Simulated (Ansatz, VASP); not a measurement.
# AlSi53N71O (O_N-Al_Si): VASP beside Ansatz

One calculation is typed for both programs; each brings its own data sets. How far apart do they land? The cell is taken from a series of runs on this material, whose earlier steps may have relaxed, scaled, displaced or heated it; both programs get it as it stands.

Main program and level: Ansatz 0.2.0; plane waves, with VASP 6.6.1 beside it; single point at PBEsol.

**1. The structure**

The cell holds 126 atoms: 53 Si, 71 N, 1 Al and 1 O. Its edges and angles: a = 13.206 Å, b = 13.206 Å, c = 8.731 Å, α = 90.0°, β = 90.0°, γ = 120.0°. It derives from Si3N4 (Si3N4 (P6_3/m)). Nearest the centre at fractional (0.515, 0.384, 0.583): Al125 at 0.96 Å, O126 at 0.97 Å, N79 at 2.22 Å, N114 at 2.24 Å, N91 at 2.24 Å, Si52 at 2.39 Å, Si34 at 2.39 Å, Si20 at 2.96 Å.

**2. VASP: single point, PBEsol, pair 1**

A single point gives forces, pressure and levels at one fixed geometry, so differences don't come from the geometry; what else differs is listed under the comparison.

Lines of VASP's logs that name or quote its potential files are left out, and so is its time.

Contents of INCAR:

```
SYSTEM = AlSi53N71O
PREC = Accurate
ENCUT = 520
EDIFF = 1E-06
NELM = 120
ISMEAR = -1
SIGMA = 0.01
LREAL = Auto
ALGO = Normal
GGA = PS
NBANDS = 384
LORBIT = 11
LWAVE = .FALSE.
LCHARG = .FALSE.
ISIF = 2
ISYM = 0
LASPH = .TRUE.
GGA_COMPAT = .FALSE.
EFERMI = MIDGAP
KPAR = 4
```

Contents of POSCAR:

```
AlSi53N71O
1.0
   11.4366858822      6.6029736727      0.0000000000
  -11.4366858822      6.6029736727      0.0000000000
    0.0000000000      0.0000000000      8.7307673276
Si N Al O
53 71 1 1
Direct
    0.0200224712      0.8071759720      0.2500063250
    0.3532491362      0.4725290164      0.2501945638
[... 7 atom lines left out ...]
    0.1937963827      0.2129554879      0.2499770914
[... 3 atom lines left out ...]
    0.4542734167      0.3121880607      0.2493033811
[... 2 atom lines left out ...]
    0.6466811664      0.5273627865      0.0831309301
[... 2 atom lines left out ...]
    0.3499965640      0.4737809391      0.5831273735
    0.6857667394      0.1394857972      0.5831349872
    0.2145659505      0.0206041094      0.4166138632
    0.5456370786      0.6864143519      0.4164511292
[... 2 atom lines left out ...]
    0.4743519899      0.1197310426      0.4146272308
[... 1 atom line left out ...]
    0.1932811001      0.2145874655      0.5831386380
[... 1 atom line left out ...]
    0.8613331015      0.5463731482      0.5831356459
[... 3 atom lines left out ...]
    0.6503279093      0.5305594338      0.4123103677
[... 2 atom lines left out ...]
    0.3532473461      0.4725331110      0.9160782470
[... 1 atom line left out ...]
    0.2145742012      0.0206097374      0.7496329805
    0.5456420935      0.6864239191      0.7497936204
[... 2 atom lines left out ...]
    0.4743496896      0.1197286570      0.7516136865
[... 1 atom line left out ...]
    0.1937938252      0.2129595922      0.9162982178
[... 3 atom lines left out ...]
    0.4542744504      0.3121880284      0.9169612492
[... 2 atom lines left out ...]
    0.6503372049      0.5305667336      0.7539299242
[... 2 atom lines left out ...]
    0.3340968059      0.3329136441      0.2492663016
[... 5 atom lines left out ...]
    0.5467855799      0.1188031783      0.2484555714
[... 5 atom lines left out ...]
    0.4598491459      0.2440579453      0.0831298740
[... 8 atom lines left out ...]
    0.5759035533      0.4546120274      0.2509872514
[... 2 atom lines left out ...]
    0.3282445971      0.3362615769      0.5831641102
[... 2 atom lines left out ...]
    0.3336726163      0.9993771692      0.4164631191
    0.6671422641      0.6676063022      0.4178860602
    0.2127509211      0.4609753308      0.5831181531
    0.5463884508      0.1213016583      0.5831230843
[... 2 atom lines left out ...]
    0.4243641954      0.5468103655      0.4170004182
[... 2 atom lines left out ...]
    0.4612703395      0.2418967718      0.4078119769
[... 1 atom line left out ...]
    0.2129119894      0.0926733250      0.5831279973
    0.5439707181      0.7572581081      0.5831237882
    0.8763639341      0.4231878025      0.5831233490
[... 2 atom lines left out ...]
    0.7859100188      0.5420286184      0.4171198594
[... 3 atom lines left out ...]
    0.3341009721      0.3329179971      0.9170307208
[... 2 atom lines left out ...]
    0.3336747886      0.9993690554      0.7497315616
    0.6671449493      0.6676153213      0.7483364894
[... 1 atom line left out ...]
    0.5467879045      0.1188118660      0.9177915662
[... 2 atom lines left out ...]
    0.4243650854      0.5468127539      0.7492644099
[... 2 atom lines left out ...]
    0.4612499574      0.2418774487      0.7584541185
[... 4 atom lines left out ...]
    0.1187601208      0.2090084611      0.7505052610
[... 1 atom line left out ...]
    0.7859286892      0.5420566383      0.7491455146
[... 1 atom line left out ...]
    0.5759135698      0.4545952075      0.9152584007
[... 1 atom line left out ...]
    0.4475366627      0.3066107505      0.5831415982
    0.5840158177      0.4607854750      0.5831336863
```

Contents of KPOINTS:

```
Points of the shifted mesh
8
Reciprocal
 0.2500000000  0.2500000000  0.2500000000 1
 0.2500000000  0.2500000000  0.7500000000 1
 0.2500000000  0.7500000000  0.2500000000 1
 0.2500000000  0.7500000000  0.7500000000 1
 0.7500000000  0.2500000000  0.2500000000 1
 0.7500000000  0.2500000000  0.7500000000 1
 0.7500000000  0.7500000000  0.2500000000 1
 0.7500000000  0.7500000000  0.7500000000 1
```

PAW data sets: Si, N, Al and O (PBE family, release 64).

Run with:

```sh
mpirun -np 16 vasp_std
```

Numbers of over 12 decimals in the logs are rounded to 6 here.

Log:

```text
[banner, memory and clock lines left out]
running   16 mpi-ranks, on    1 nodes
[...]
|                                                                             |
|           W    W    AA    RRRRR   N    N  II  N    N   GGGG   !!!           |
|           W    W   A  A   R    R  NN   N  II  NN   N  G    G  !!!           |
|           W    W  A    A  R    R  N N  N  II  N N  N  G       !!!           |
|           W WW W  AAAAAA  RRRRR   N  N N  II  N  N N  G  GGG   !            |
|           WW  WW  A    A  R   R   N   NN  II  N   NN  G    G                |
|           W    W  A    A  R    R  N    N  II  N    N   GGGG   !!!           |
|                                                                             |
|     For optimal performance we recommend to set                             |
|       NCORE = 2 up to number-of-cores-per-socket                            |
|     NCORE specifies how many cores store one orbital (NPAR=cpu/NCORE).      |
|     This setting can greatly improve the performance of VASP for DFT.       |
[...]
|                                                                             |
|     You enforced a specific xc type in the INCAR file but a different       |
|     [... a line on the potential file left out ...]
|     I HOPE YOU KNOW WHAT YOU ARE DOING!                                     |
|                                                                             |

 LDA part: xc-table for (Slater+PW92), standard interpolation
 POSCAR, INCAR and KPOINTS ok, starting setup
[...]
entering main loop
       N       E                     dE             d eps       ncg     rms          rms(c)
DAV:   1     0.270868152109E+04    0.27087E+04   -0.28466E+05  6176   0.139E+03
DAV:   2    -0.953433339436E+03   -0.36621E+04   -0.35116E+04  7504   0.299E+02
DAV:   3    -0.121767698159E+04   -0.26424E+03   -0.26211E+03  7496   0.825E+01
DAV:   4    -0.122354554505E+04   -0.58686E+01   -0.58443E+01  7720   0.126E+01
[...]
DAV:  16    -0.108057835178E+04   -0.32395E-04   -0.37645E-05  6712   0.818E-03    0.566E-03
DAV:  17    -0.108057835282E+04   -0.10453E-05   -0.32144E-06  6368   0.311E-03    0.360E-03
DAV:  18    -0.108057835271E+04    0.11949E-06   -0.61689E-07  4824   0.149E-03
   1 F= -.10805784E+04 E0= -.10805784E+04  d E =0.000000E+00
```

Parts of OUTCAR (step 2):

```text
  FREE ENERGIE OF THE ION-ELECTRON SYSTEM (eV)
  ---------------------------------------------------
  free  energy   TOTEN  =     -1080.5783527052 eV

  energy  without entropy=    -1080.5783527052  energy(sigma->0) =    -1080.57835271
```

The run ends at a pressure of 0.84 GPa, with forces up to 0.048 eV/Å.

**3. Ansatz: single point, PBEsol, pair 1**

Ansatz runs on its PAW soft_1 files.

The same cell, functional, mesh and smearing now go to Ansatz.

Contents of input.yaml:

```yaml
crystal:
  checkpoint: "../q0.relax.run"
  host: checkpoint
basis:
  ecutwfc: 420
  xc_grid: 2
hamiltonian:
  xc: pbesol
  pseudopotentials: { kind: paw, azcp: { folder: soft_1 }, xc_functional: pbe }
kpoints:
  mp_grid: { grid: [2, 2, 2], shift: [0.5, 0.5, 0.5] }
scf:
  occupations: { method: fermi_dirac, width: 0.01 }
  max_iter: 60
output:
  forces: true
  eigenvalues: true
  charged_corrections:
    epsilon: [4.29, 4.29, 4.37]
    static_epsilon: [8.29, 8.29, 8.25]
    defect_position: [0.515065, 0.383521, 0.583333]
  eigenstates: { localisation: true }
  populations: true
  band_densities: [{ bands: [v1, v1] }, { bands: [c1, c1] }]
  write_density: true
  write_potential: true
  volumetric_format: npy
  elf: true
checkpoint:
  read: "../q0.relax.run"
  write: "../q0.point.run"
  compress: false
  write_wavefunctions: false
  write_every: 100000
```

Run with:

```sh
ansatz run input.yaml --threads 4 --pin off --max-ram 15073MiB --backend cpu --events-out ev --progress --plain --runs-dir out
```

Log:

```text
crystal.checkpoint: the structure is that of <dir>, a `relax` run, at its step 6: its result, under pbesol at a charge of 0 e; 126 atoms read, 0 with a starting moment; crystal.structure_sha256 for this input is
Engine: ansatz 0.2.0, aarch64-unknown-linux-gnu
Pseudopotentials: kind: paw
Pseudopotential: Si, paw, valence charge 4, recommended cutoff 420 eV (normal), soft_1/Si.paw.azcp
Pseudopotential: N, paw, valence charge 5, recommended cutoff 420 eV (normal), soft_1/N.paw.azcp
Pseudopotential: Al, paw, valence charge 3, recommended cutoff 420 eV (normal), soft_1/Al.paw.azcp
Pseudopotential: O, paw, valence charge 6, recommended cutoff 420 eV (normal), soft_1/O.paw.azcp
Functional definition: PBEsol
  exchange = pbesol_x
  correlation = pbesol_c
Crystal: 126 atoms, lattice volume = 1318.628 Å³
Basis set: ecut = 420 eV, 25805 PW (Γ), exchange–correlation on 180×180×120 points (8 copies of the dense FFT grid, shifted against one another)
Bands: 414, of which v1, the nominal top of the filled ones, is band 288 counted from 1 (287 counted from 0)
Symmetry: 1 space group operations
Space group: P1 (ITA 1), of the structure as read, at distance tolerance 1.1e-4 Å
k-points: 4 of 8 (time reversal used)
Non-local potential: Si, projectors of the file, l = 0: 2, l = 1: 2, l = 2: 1
Non-local potential: N, projectors of the file, l = 0: 2, l = 1: 2, l = 2: 1
Non-local potential: Al, projectors of the file, l = 0: 2, l = 1: 2, l = 2: 1
Non-local potential: O, projectors of the file, l = 0: 2, l = 1: 2, l = 2: 1
PAW form: soft (Blöchl's): semilocal exchange-correlation on the pseudo side does not see the compensation charge
PAW frozen core: Si, regenerated for the run's functional, and the local potential with it (the file was generated under x = pbe(κ = 0.804, μ = 0.219515), c = pbe(β = 0.066725))
PAW frozen core: N, regenerated for the run's functional, and the local potential with it (the file was generated under x = pbe(κ = 0.804, μ = 0.219515), c = pbe(β = 0.066725))
PAW frozen core: Al, regenerated for the run's functional, and the local potential with it (the file was generated under x = pbe(κ = 0.804, μ = 0.219515), c = pbe(β = 0.066725))
PAW frozen core: O, regenerated for the run's functional, and the local potential with it (the file was generated under x = pbe(κ = 0.804, μ = 0.219515), c = pbe(β = 0.066725))
PAW one-centre angular grid: Si, 110 points (default); XC on 64 Gauss nodes
PAW one-centre angular grid: N, 110 points (default); XC on 64 Gauss nodes
PAW one-centre angular grid: Al, 110 points (default); XC on 64 Gauss nodes
PAW one-centre angular grid: O, 110 points (default); XC on 64 Gauss nodes
Initial density: read from a saved state, or passed on in memory by an earlier SCF of this step, an earlier step, the calling program or the single point that the run made first
Initial wavefunctions: pseudopotential atomic-orbital guess — the wavefunctions supplied were not used: k-point sampling differs
Functional: x = pbesol(κ = 0.804, μ = 0.123457), c = pbesol(β = 0.046)
iter 1 solved again at ethr=3.56e-8 eV; its pass at ethr=3.10e-3 eV (dr2=2.05e-4 eV) is discarded
SCF iter   1: F=—  HF=-61049.358644 eV  |F-HF|=—  |Δ(HF+E_count)|=         —  Δρ=2.79e-5  dr2=6.03e-6  ethr=3.56e-8  ⟨swp⟩=8.5  Hψ=15484  notcnv=0
preconditioner: auto → Resta (q_TF=auto, 2.377 Å⁻¹)  ε∞=4.0  [insulator: Δε(μ)=4.379 eV  Ē_g=14.202 eV  σ=0.010 eV  W_gap=1.00  n_scr=282 (ndim 8)  ℏωp=24.5 eV  f_vac=0.035  D(μ)=0.00/eV (n_scr^D=0)  ε∞_Penn≈4.0]
SCF iter   2: F=—  HF=-61049.357848 eV  |F-HF|=—  |Δ(HF+E_count)|=   7.96e-4  Δρ=1.33e-5  dr2=1.19e-6  ethr=1.05e-9  ⟨swp⟩=2.0  Hψ=2690  notcnv=0
SCF iter   3: F=—  HF=-61049.357848 eV  |F-HF|=—  |Δ(HF+E_count)|=   2.85e-7  Δρ=3.69e-6  dr2=1.94e-7  ethr=2.06e-10  ⟨swp⟩=3.0  Hψ=2818  notcnv=0
SCF iter   4: F=-61049.357848 eV  HF=-61049.357848 eV  |F-HF|=2.39e-8  |Δ(HF+E_count)|=   6.02e-8  Δρ=1.04e-6  dr2=2.43e-8  ethr=1.74e-11  ⟨swp⟩=13.0  Hψ=11346  notcnv=0
SCF 1 converged in 4 iterations: F = -61049.357848 eV  dr2 = 2.43e-8
  greatest PAW one-centre occupation: 0.856 electrons in one spin orbital (limit 2), on the O atom at site 82 (counted from 0), in its partial waves of l = 0
SCF converged after 4 iterations
Free energy (F): -61049.357848 eV
Harris-Foulkes:  -61049.357848 eV  (|F-HF|=2.39e-8)
Internal energy: -61049.357848 eV  (E = F + TS)
E sigma→0 (E₀):  -61049.357848 eV
Fermi energy:    10.203894 eV
--- Per-component energies (eV) ---
  E_band       = 459.917379
  E_kinetic    = 11975.500753
  E_local      = -18438.971566  (includes V_loc(G=0)·N_el)
  E_nonlocal   = 3679.038593
  E_hartree    = 6499.439975
  E_xc         = -7368.526598
  E_vxc        = -8130.458462  (∫ρ·V_xc dr)
  E_paw        = -35788.877246  (= ΣΔE_a)
  E_vpaw       = -1624.129036  (= ΣTr[D̂ρ^β])
[...]
k-point 3: bands = [... 284 lower, 7.6681, 7.8069, 7.9513, 8.0165, 12.4015, 12.6639, 12.7630, 12.7784, ... 122 higher]
--- Löwdin populations: 126 sites ---
  site symbol       q [e]
     0     Si      2.6450
     1     Si      2.6453
     2     Si      2.6437
     3     Si      2.6440
     4     Si      2.6443
     5     Si      2.6443
     6     Si      2.6460
     7     Si      2.6402
     8     Si      2.6445
     9     Si      2.6444
    10     Si      2.6431
    11     Si      2.6433
    12     Si      2.6447
    13     Si      2.6453
    14     Si      2.6428
    15     Si      2.6442
    16     Si      2.6464
    17     Si      2.6441
    18      N      5.9098
    19      N      5.9050
    20      N      5.9109
    21      N      5.9098
    22      N      5.9094
    23      N      5.9132
[...]
118      N      5.9023
   119      N      5.9009
   120      N      5.9025
   121      N      5.9010
   122      N      5.9002
   123      N      5.9018
   124      N      5.8993
   125      N      5.9026
  spilling = 0.014001 (of n_electrons = 576.000000)
--- Band densities, each state counted as filled ---
  window                                       electrons  max residual (eV)  cut levels
  bands: [v1, v1]                               2.000000             1.9e-9           0
  bands: [c1, c1]                               2.000000             7.1e-5           0
```

The column dr2 measures how far the density is from self-consistency, as an energy; F and HF (Harris–Foulkes) agree once it is small.

**4. Side by side**

Known differences besides the potentials themselves: the cutoff is 420 eV in Ansatz and 520 eV in VASP (PREC = Accurate, projectors in real space); Ansatz makes its cores anew for this functional, VASP keeps those of its PBE data sets. Total energies have different zeros and are not compared.

Both answers:

```csv
quantity,Ansatz,VASP,difference
gap on the k mesh (eV),4.379,4.373,+0.007
```

At this near-relaxed geometry the largest component of a force difference is 39 meV/Å. A gap on the mesh is an upper bound, since the band edges may lie between its points.

**5. Ansatz: single point, PBEsol, pair 2**

A single point gives forces, pressure and levels at one fixed geometry, so differences don't come from the geometry; what else differs is listed under the comparison.

The cell is taken from a series of runs on this material, whose earlier steps may have relaxed, scaled, displaced or heated it; both programs get it as it stands.

input.yaml, the sections that differ from step 3:

```yaml
crystal:
  checkpoint: "../qp1_M1.relax.run"
  host: checkpoint
output:
  forces: true
  eigenvalues: true
  charged_corrections: { defect_position: [0.515065, 0.383521, 0.583333] }
checkpoint:
  read: "../qp1_M1.relax.run"
  write: "../qp1_M1.point_neutral.run"
  compress: false
  write_wavefunctions: false
  write_every: 100000
# basis, hamiltonian, kpoints, scf: as in step 3
```

Log:

```text
Warning: checkpoint.read: spin treatment differs: saved collinear, current unpolarized; the saved charge density seeds this run and the saved magnetisation is not carried: this deck is unpolarised; the saved density holds an absolute magnetisation of 1.1e0 μB; saved orbitals and DFT+U occupations are not carried; the saved PAW projector densities are carried summed over spin
checkpoint.read: the saved state was converged at a total charge of 1 e, and this run's is 0 e: a saved density that it takes is scaled to its electron count
[...]
automatic band count: iteration 4 solves 333 bands in place of 414: the levels show a gap, and the empty bands left out lie too high to hold charge; the band table lists the bands solved (type scf.n_extra_bands for more)
SCF iter   5: F=—  HF=-61049.312882 eV  |F-HF|=—  |Δ(HF+E_count)|=   7.19e-5  Δρ=8.22e-5  dr2=8.06e-5  ethr=8.18e-8  ⟨swp⟩=2.0  Hψ=2324  notcnv=0  defer=150
[...]
k-point 2: bands = [... 284 lower, 7.7195, 7.8991, 7.9678, 8.1629, 12.3813, 12.6577, 12.7576, 12.7756, ... 41 higher]
  k-point 3: bands = [... 284 lower, 7.7201, 7.8996, 7.9679, 8.1627, 12.3812, 12.6584, 12.7592, 12.7755, ... 41 higher]
```

(Part 1 of 2 ends here.)

[Lines on the potential files, build, host, timing and source positions are cut from VASP's logs without a mark.]

[Logs are printed without paths, hosts, clocks, repeated set-up lines and the standing remarks that a program may print on its own settings, such as how far it seeks lower states.]

[Hosts, paths, dates, database ids (printed as entryN), source tags and the programs' standing remarks are cut or masked in the printed files.]
